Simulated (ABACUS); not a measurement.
**SnSe2: relaxation of cell and atoms with M06-L**

SnSe2:

```xyz
3
Lattice="3.8110 0.0000 0.0000 -1.9055 3.3004 0.0000 0.0000 0.0000 6.1360" Properties=species:S:1:pos:R:3 pbc="T T T"
Sn    0.0000    0.0000    0.0000
Se    1.9055    1.1001    4.6081
Se    0.0000    2.2003    1.5279
```

```
Program                                       : ABACUS 3.10.1
Task                                          : relaxation of cell and atoms
Functional                                    : M06-L
Potentials or basis                           : SG15 ONCV 1.2 PBE
Cutoff                                        : 1374 eV
Density cutoff                                : 5497 eV
Basis                                         : plane waves
k mesh                                        : 5 × 5 × 3
Occupations                                   : fermi-dirac, width 0.05 eV
Spin                                          : no spin polarisation
Max steps of the relaxation                   : 60
Force threshold                               : 0.02 eV/Å
Optimiser                                     : cg
Stress threshold                              : 0.2 kbar
Radial cutoff of the potentials (pseudo_rcut) : 10 bohr
SCF threshold on the density                  : 1e-08
Max SCF steps                                 : 100
Eigensolver                                   : dav
Mixing                                        : broyden
Mixing share                                  : 0.7
Symmetry key                                  : 1
Bands                                         : 17
```

```json
{
  "Relaxed volume": "27.10 Å³/atom",
  "Relaxed cell": "a = 3.879 Å, b = 3.879 Å, c = 6.239 Å, α = 90.00°, β = 90.00°, γ = 120.00°",
  "Space group after relaxing (to 0.05 Å)": "P-3m1 (No. 164)",
  "Energy gained by relaxing": "25.8 meV/atom",
  "Ionic steps": "10",
  "Pressure after relaxing": "0.0 GPa",
  "Band gap on the k mesh": "0.69 eV, indirect (least direct gap 1.12 eV)"
}
```

The path:
```csv
step,energy change (eV),largest force (eV/Å),pressure (GPa),volume (Å³)
1,0.0000,0.7582,4.69,77.18
2,-0.0158,0.5092,-3.38,86.24
3,-0.0768,0.0360,-0.10,81.73
4,-0.0769,0.0333,-0.10,81.73
5,-0.0770,0.0259,-0.08,81.63
6,-0.0774,0.0097,-0.03,81.35
7,-0.0775,0.0042,0.01,81.30
8,-0.0775,0.0042,0.06,81.22
9,-0.0775,0.0006,0.01,81.27
10,-0.0775,0.0003,0.00,81.29
```

Final structure:
```cif
data_structure
_symmetry_space_group_name_H-M 'P 1'
_symmetry_Int_Tables_number 1
_cell_length_a 3.8789
_cell_length_b 3.8789
_cell_length_c 6.2387
_cell_angle_alpha 90.000
_cell_angle_beta 90.000
_cell_angle_gamma 120.000
_cell_volume 81.29
loop_
_atom_site_label
_atom_site_type_symbol
_atom_site_fract_x
_atom_site_fract_y
_atom_site_fract_z
_atom_site_occupancy
Sn1 Sn 0.00000 0.00000 0.00000 1
Se1 Se 0.66667 0.33333 0.74639 1
Se2 Se 0.33333 0.66667 0.25361 1
```

Levels at points of the mesh, in eV from the valence-band top:
```
           k point  band 9  band 10  band 11  band 12  band 13  band 14  band 15  band 16  band 17
(0.00, 0.00, 0.00)   -0.53    -0.53    -0.25    -0.25    -0.13     0.99     3.40     4.92     4.92
```

It took 4.7 min on 4 MPI ranks on Intel(R) Xeon(R) Platinum 8375C CPU @ 2.90GHz (Ice Lake), on a shared host, peak memory 0.72 GiB a rank.

Caveat: the potentials were made for another functional, which shifts forces and pressure; spin-orbit coupling is left out, which moves the levels of the heavy elements; an odd mesh through Γ misses points on the zone boundary, where band edges often lie. Zero-point motion and thermal expansion aren't in these numbers.
